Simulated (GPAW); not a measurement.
The system is ZrO2.

```
Zr O
1.0
     0.00000    2.54507    2.54507
     2.54507    0.00000    2.54507
     2.54507    2.54507    0.00000
Zr O
1 2
Direct
  0.00000 0.00000 0.00000
  0.75000 0.75000 0.75000
  0.25000 0.25000 0.25000
```

Measurements of this composition are mostly on another form, of space group No. 14.

Base run:

```yaml
Program: GPAW 26.7.0
Functional: vdW-DF2
Potentials_or_basis: GPAW PAW data sets (gpaw-data 1.2.1)
Cutoff: 800 eV
Basis: pw
k_mesh: 9 × 9 × 9
Occupations: fermi-dirac, width 0.05 eV
Spin: no spin polarisation
```

Its results: band gap on the k mesh 3.54 eV, indirect (least direct gap 4.01 eV).

Q: The run is repeated on the same cell with these changes: functional from vdW-DF2 to PBE. What comes out?

A: Band gap on the k mesh 3.41 eV, indirect (least direct gap 3.89 eV).

A k mesh can miss the band edges.
